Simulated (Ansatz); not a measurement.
Here is an Ansatz 0.2.0 calculation.

input.yaml

```yaml
crystal:
  lattice:
    - [0.0, 2.877304, 2.877304]
    - [2.877304, 0.0, 2.877304]
    - [2.877304, 2.877304, 0.0]
  atoms:
    - { symbol: In, position: [0.5, 0.5, 0.5] }
    - { symbol: As, position: [0.0, 0.0, 0.0] }
hamiltonian:
  xc: pbesol
  pseudopotentials: { kind: paw }
kpoints:
  mp_grid: { grid: [8, 8, 8] }
scf:
  occupations: { method: fermi_dirac, width: 0.05 }
output:
  forces: true
  stress: true
  eigenvalues: true
  write_density: true
  write_potential: true
  elf: true
  volumetric_format: npy
relax:
  f_tol: 0.01
  max_steps: 40
  cell: { stress_tol: 0.05 }
```

Potentials or basis: Ansatz PAW.

Command:

```bash
$ ansatz run input.yaml --threads 2 --pin off --max-ram 5632MiB --backend cpu --events-out ev --progress --plain --runs-dir out
```

(1) What does it give for the relaxed cell?

(2) Estimate the space group after relaxing (to 0.05 Å).

(3) Predict the relaxed volume.

Answers

(1) a = 3.999 Å, b = 3.999 Å, c = 3.999 Å, α = 60.00°, β = 60.00°, γ = 60.00°.

(2) Fm-3m (No. 225).

(3) 22.61 Å³/atom.

Caveat: the PAW data sets come from PBE, with cores solved anew for the run's functional, which leaves a small shift of forces and pressure.
